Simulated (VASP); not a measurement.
Set up this calculation in VASP 6.6.1, as the native input.

```yaml
Task: single point
Functional: PBE
Potentials_or_basis: VASP PAW PBE potentials, release 64 (Ba_sv, O, Zr_sv)
Cutoff: 520 eV
k_mesh: 6 × 6 × 6
Occupations: gaussian, width 0.02 eV
Spin: no spin polarisation
Dipole_correction: no
Further_INCAR_settings: ALGO = Fast; EDIFF = 1e-07; NBANDS = 28
```

The structure of BaZrO3 lies in POSCAR:

```
BaZrO3
1.0
    4.0740339231      0.0000000000      0.0000000000
    0.0000000000      4.0740339231      0.0000000000
    0.0000000000      0.0000000000      4.3219953663
Ba O Zr
1 3 1
Direct
    0.0000000000      0.0000000000      0.0000000000
    0.5000000000      0.5000000000      0.0000000000
    0.0000000000      0.5000000000      0.5000000000
    0.5000000000      0.0000000000      0.5000000000
    0.5000000000      0.5000000000      0.5000000000
```

The cell was built by a generator and needn't be a form met in nature.

These files were run (other wordings do the same):

INCAR

```
ALGO     = Fast           # electronic algorithm
EDIFF    = 1E-7           # SCF threshold, eV
ENCUT    = 520            # plane-wave cutoff, eV
GGA      = PE             # functional
ISIF     = 2              # what is computed and relaxed
ISMEAR   = 0              # smearing method
LASPH    = T              # aspherical terms in the spheres
LCHARG   = F              # write CHGCAR
LREAL    = F              # projectors in reciprocal space
LWAVE    = F              # write WAVECAR
NBANDS   = 28             # bands
NELM     = 100            # most SCF steps
PREC     = Accurate       # precision mode
SIGMA    = 0.02           # smearing width, eV
```

KPOINTS

```
k-points
0
Gamma
  6 6 6
```

Potentials or basis: VASP PAW PBE potentials, release 64 (Ba_sv, O, Zr_sv).

Launch:

```console
$ cat potpaw_PBE.64/Ba_sv/POTCAR potpaw_PBE.64/O/POTCAR potpaw_PBE.64/Zr_sv/POTCAR > POTCAR
$ mpirun -np 1 vasp_std > vasp.out
```

Results of the run:

```yaml
Pressure: 10.8 GPa
Band_gap_on_the_k_mesh: 3.10 eV, indirect (least direct gap 3.30 eV)
```

Caveat: spin-orbit coupling is left out, which moves the levels of the heavy elements.

Wall time 2.3 min on 1 thread of AMD EPYC 9R45 96-Core Processor (Zen 5), with other jobs on the host, peak memory 0.2 GiB.
